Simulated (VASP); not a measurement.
# Ru (P6_3/mmc) in VASP: further runs, part 2 of 2

VASP 6.6.1.

**4. Single point, PBEsol (grid = ENCUT=400 dk=0.27 cell=3x3x3 ISMEAR=1 SIGMA=0.1 LREAL=Auto EDIFF=1e-06)**

The input, INCAR:

```
  PREC = Accurate
  ENCUT = 400
  EDIFF = 1E-6
  ISMEAR = 1
  SIGMA = 0.1
  LREAL = Auto
  LASPH = True
  NELM = 120
  ALGO = Fast
  ISIF = 2
  LWAVE = False
  LCHARG = False
  GGA = PS
  NBANDS = 432
  NCORE = 1
  KPAR = 2
```

The input, KPOINTS:

```
regular mesh
0
Gamma
  4 4 2
```

The input, POSCAR:

```
Ru
1.0
    8.1174000000      0.0000000000      0.0000000000
   -4.0587000000      7.0298746128      0.0000000000
    0.0000000000      0.0000000000     12.8457000000
Ru
54
Direct
    0.2222222222      0.1111111111      0.2500000000
    0.2222222222      0.1111111111      0.5833333333
    0.2222222222      0.1111111111      0.9166666667
    0.2222222222      0.4444444444      0.2500000000
    0.2222222222      0.4444444444      0.5833333333
    0.2222222222      0.4444444444      0.9166666667
    0.2222222222      0.7777777778      0.2500000000
    0.2222222222      0.7777777778      0.5833333333
    0.2222222222      0.7777777778      0.9166666667
    0.5555555556      0.1111111111      0.2500000000
    0.5555555556      0.1111111111      0.5833333333
    0.5555555556      0.1111111111      0.9166666667
    0.5555555556      0.4444444444      0.2500000000
    0.5555555556      0.4444444444      0.5833333333
    0.5555555556      0.4444444444      0.9166666667
    0.5555555556      0.7777777778      0.2500000000
    0.5555555556      0.7777777778      0.5833333333
    0.5555555556      0.7777777778      0.9166666667
    0.8888888889      0.1111111111      0.2500000000
    0.8888888889      0.1111111111      0.5833333333
    0.8888888889      0.1111111111      0.9166666667
    0.8888888889      0.4444444444      0.2500000000
    0.8888888889      0.4444444444      0.5833333333
    0.8888888889      0.4444444444      0.9166666667
    0.8888888889      0.7777777778      0.2500000000
    0.8888888889      0.7777777778      0.5833333333
    0.8888888889      0.7777777778      0.9166666667
    0.1111111111      0.2222222222      0.0833333333
    0.1111111111      0.2222222222      0.4166666667
    0.1111111111      0.2222222222      0.7500000000
    0.1111111111      0.5555555556      0.0833333333
    0.1111111111      0.5555555556      0.4166666667
    0.1111111111      0.5555555556      0.7500000000
    0.1111111111      0.8888888889      0.0833333333
    0.1111111111      0.8888888889      0.4166666667
    0.1111111111      0.8888888889      0.7500000000
    0.4444444444      0.2222222222      0.0833333333
    0.4444444444      0.2222222222      0.4166666667
    0.4444444444      0.2222222222      0.7500000000
    0.4444444444      0.5555555556      0.0833333333
    0.4444444444      0.5555555556      0.4166666667
    0.4444444444      0.5555555556      0.7500000000
    0.4444444444      0.8888888889      0.0833333333
    0.4444444444      0.8888888889      0.4166666667
    0.4444444444      0.8888888889      0.7500000000
    0.7777777778      0.2222222222      0.0833333333
    0.7777777778      0.2222222222      0.4166666667
    0.7777777778      0.2222222222      0.7500000000
    0.7777777778      0.5555555556      0.0833333333
    0.7777777778      0.5555555556      0.4166666667
    0.7777777778      0.5555555556      0.7500000000
    0.7777777778      0.8888888889      0.0833333333
    0.7777777778      0.8888888889      0.4166666667
    0.7777777778      0.8888888889      0.7500000000
```

Potentials or basis: VASP PAW PBE potentials, release 64 (Ru_pv).

Launch:

```
$ cat potpaw_PBE.64/Ru_pv/POTCAR > POTCAR
$ mpirun -np 4 vasp_std > vasp.out
```

OUTCAR:

```text
PREC = Accurate
   ENCUT = 400
   EDIFF = 1E-6
   ISMEAR = 1
   LREAL = Auto
   LASPH = True
   NELM = 120
   ISIF = 2
   GGA = PS

 Found      8 irreducible k-points:

 Following reciprocal coordinates:
            Coordinates               Weight
  0.000000  0.000000  0.000000      1.000000
  0.250000  0.000000  0.000000      6.000000
  0.500000  0.000000  0.000000      3.000000
  0.250000  0.250000  0.000000      6.000000
  0.000000  0.000000  0.500000      1.000000
  0.250000  0.000000  0.500000      6.000000
   k-points           NKPTS =      8   k-points in BZ     NKDIM =      8   number of bands    NBANDS=    432
   number of dos      NEDOS =    301   number of ions     NIONS =     54
   total plane-waves  NPLWV = 244944
   dimension x,y,z NGX =    54 NGY =   54 NGZ =   84
   dimension x,y,z NGXF=   108 NGYF=  108 NGZF=  168
   ions per type =              54
   NGX,Y,Z   is equivalent  to a cutoff of  11.06, 11.06, 10.87 a.u.
   NGXF,Y,Z  is equivalent  to a cutoff of  22.12, 22.12, 21.74 a.u.
 SYSTEM =  unknown system
   PREC   = accura    normal or accurate (medium, high low for compatibility)
   ISTART =      0    job   : 0-new  1-cont  2-samecut
   ICHARG =      2    charge: 1-file 2-atom 10-const
   ISPIN  =      1    spin polarized calculation?
   LNONCOLLINEAR =      F non collinear calculations
   LSORBIT =      F    spin-orbit coupling
   LASPH  =      T    aspherical Exc in radial PAW
   ENCUT  =  400.0 eV  29.40 Ry    5.42 a.u.  13.24 13.24 20.95*2*pi/ulx,y,z
   NELM   =    120;   NELMIN=  2; NELMDL= -5     # of ELM steps
   EDIFF  = 0.1E-05   stopping-criterion for ELM
   LREAL  =      T    real-space projection
   EDIFFG = 0.1E-04   stopping-criterion for IOM
   NSW    =      0    number of steps for IOM
   IBRION =     -1    ionic relax: 0-MD 1-quasi-New 2-CG
   NFREE  =      0    steps in history (QN), initial steepest desc. (CG)
   ISIF   =      2    stress and relaxation
   ISYM   =      2    0-nonsym 1-usesym 2-fastsym
   POTIM  = 0.5000    time-step for ionic-motion
   TEBEG  =    0.0;   TEEND  =   0.0 temperature during run
   PSTRESS=    0.0 pullay stress
   NELECT =     756.0000    total number of electrons
   NUPDOWN=      -1.0000    fix difference up-down
   EMIN   =  10.00;   EMAX   =-10.00  energy-range for DOS
   EFERMI =   0.00;   METHOD = LEGACY
   ISMEAR =     1;   SIGMA  =   0.10  broadening in eV -4-tet -1-fermi 0-gaus
   EFERMI_NEDOS =   21; number of points for ismear=-14 and -15
   IALGO  =     68    algorithm
   IMIX   =      4    mixing-type and parameters
     AMIX     =   0.40;   BMIX     =  1.00
     AMIX_MAG =   1.60;   BMIX_MAG =  1.00
  volume/ion in A,a.u.               =      13.57        91.61
  Fermi-wavevector in a.u.,A,eV,Ry     =   1.654022  3.125649 37.222674  2.735789
  Thomas-Fermi vector in A             =   2.742361
   LORBIT       =      0    0 simple, 1 ext, 2 COOP (PROOUT), +10 PAW based schemes
   GGA     = PS    functional components
   LHFCALC =     F    Hartree Fock is set to
   AEXX    =    0.0000 exact exchange contribution
   IVDW    =     0    specifies the selected vdW correction
   LEPSILON=     F    determine dielectric tensor
   LRPA    =     F    only Hartree local field effects (RPA)
 non-spin polarized calculation
 RMM-DIIS sequential band-by-band and
 Methfessel and Paxton  Order N= 1 SIGMA  =   0.10
  energy-cutoff  :      400.00
  volume of cell :      733.03
 maximum number of plane-waves:     13386
 NGX is ok and might be reduce to    54
   NGX = 27   NGY = 27   NGZ = 41

 number of electron     756.0000198 magnetization

 Free energy of the ion-electron system (eV)
  ---------------------------------------------------
  ext. energy  EPLUGINS =         0.00000000
  ---------------------------------------------------
  free energy    TOTEN  =      -549.13207374 eV

  energy without entropy =     -549.13961556  energy(sigma->0) =     -549.13458768

 E-fermi :  12.6624     XC(G=0): -14.2815

 val. band max:       12.6314938364   @ k =   0.2500   0.2500   0.0000
 cond. band min:      12.6737230108   @ k =   0.2500   0.0000   0.5000
 fundamental gap:      0.0422291743
 Fermi energy:        12.6624491853

 k-point     1 :       0.0000    0.0000    0.0000
  band No.  band energies     occupation
      1     -30.8908      2.00000
      2     -30.6873      2.00000
      3     -30.6873      2.00000
      4     -30.6873      2.00000
      5     -30.6873      2.00000
      6     -30.6873      2.00000
[... 382 lines left out ...]
    389      13.2429     -0.00000
    390      13.2430     -0.00000

 k-point     2 :       0.2500    0.0000    0.0000
  band No.  band energies     occupation
      1     -30.8672      2.00000
      2     -30.7768      2.00000
      3     -30.7768      2.00000
      4     -30.7235      2.00000
      5     -30.7235      2.00000
      6     -30.7235      2.00000
[... 382 lines left out ...]
    389      13.1318     -0.00000
    390      13.2586     -0.00000

 k-point     3 :       0.5000    0.0000    0.0000
  band No.  band energies     occupation
      1     -30.8144      2.00000
      2     -30.8144      2.00000
      3     -30.7994      2.00000
      4     -30.7994      2.00000
      5     -30.7210      2.00000
      6     -30.7210      2.00000
[... 382 lines left out ...]
    389      13.2163     -0.00000
    390      13.2513     -0.00000

 k-point     4 :       0.2500    0.2500    0.0000
  band No.  band energies     occupation
      1     -30.8214      2.00000
      2     -30.7879      2.00000
      3     -30.7879      2.00000
      4     -30.7879      2.00000
      5     -30.7879      2.00000
      6     -30.7472      2.00000
[... 382 lines left out ...]
    389      12.9190     -0.00172
    390      13.0234     -0.00000

 k-point     5 :       0.0000    0.0000    0.5000
  band No.  band energies     occupation
      1     -30.8182      2.00000
      2     -30.8182      2.00000
      3     -30.6579      2.00000
      4     -30.6579      2.00000
      5     -30.6579      2.00000
      6     -30.6579      2.00000
[... 382 lines left out ...]
    389      13.0874     -0.00000
    390      13.0877     -0.00000

 k-point     6 :       0.2500    0.0000    0.5000
  band No.  band energies     occupation
      1     -30.7988      2.00000
      2     -30.7988      2.00000
      3     -30.7510      2.00000
      4     -30.7510      2.00000
      5     -30.7259      2.00000
      6     -30.7259      2.00000
[... 382 lines left out ...]
    389      13.2305     -0.00000
    390      13.2305     -0.00000

 [... further k-points ...]

 [bands above 390 left out]

------------------------ aborting loop because EDIFF is reached ----------------------------------------

  FORCE on cell =-STRESS in cart. coord.  units (eV):
  Direction    XX          YY          ZZ          XY          YZ          ZX
  --------------------------------------------------------------------------------------
  -------------------------------------------------------------------------------------
  Total      -33.7812875    -33.7812875    -34.6475417      0.0000000     -0.0000000      0.0000000
  in kB      -73.8353739    -73.8353739    -75.7287358      0.0000000     -0.0000000      0.0000000
  external PRESSURE =     -74.4664946 kB  Pullay stress =       0.0000000 kB

 VOLUME and BASIS-vectors are now :
 -----------------------------------------------------------------------------
  energy-cutoff  :      400.00
  volume of cell :      733.03
      direct lattice vectors                 reciprocal lattice vectors
     8.117400000  0.000000000  0.000000000     0.123192155  0.071125024  0.000000000
    -4.058700000  7.029874613  0.000000000     0.000000000  0.142250048  0.000000000
     0.000000000  0.000000000 12.845700000     0.000000000  0.000000000  0.077847062

 POSITION                                       TOTAL-FORCE (eV/Angst)
 -----------------------------------------------------------------------------------
      1.35290      0.78110      3.21143        -0.000000     -0.000000     -0.000000
      1.35290      0.78110      7.49332        -0.000000      0.000000     -0.000000
      1.35290      0.78110     11.77523        -0.000000     -0.000000      0.000000
      0.00000      3.12439      3.21143         0.000000      0.000000      0.000000
      0.00000      3.12439      7.49332        -0.000000      0.000000     -0.000000
      0.00000      3.12439     11.77523        -0.000000     -0.000000      0.000000
[... 46 lines left out ...]
      2.70580      6.24878      5.35238         0.000000      0.000000     -0.000000
      2.70580      6.24878      9.63428         0.000000     -0.000000     -0.000000
 -----------------------------------------------------------------------------------
    total drift:                                0.000000      0.000000     -0.000005

  FREE ENERGIE OF THE ION-ELECTRON SYSTEM (eV)
  ---------------------------------------------------
  free  energy   TOTEN  =      -549.1320737394 eV

  energy  without entropy=     -549.1396155552  energy(sigma->0) =     -549.13458768
```

Wall time 16 min (4 MPI ranks of Intel Xeon Platinum 8488C (Sapphire Rapids), shared host); peak memory 0.81 GiB.

The run converged, but some of its settings lie outside the range that counts as converged, so its numbers aren't taken as properties of the crystal.

What came out:

```yaml
Free_energy: -549.1321 eV
Pressure: -7.4 GPa
Band_gap_on_the_k_mesh: none (metal or under the smearing width)
```

Caveat: the PAW data sets were made with another functional, which shifts forces and pressure a little.
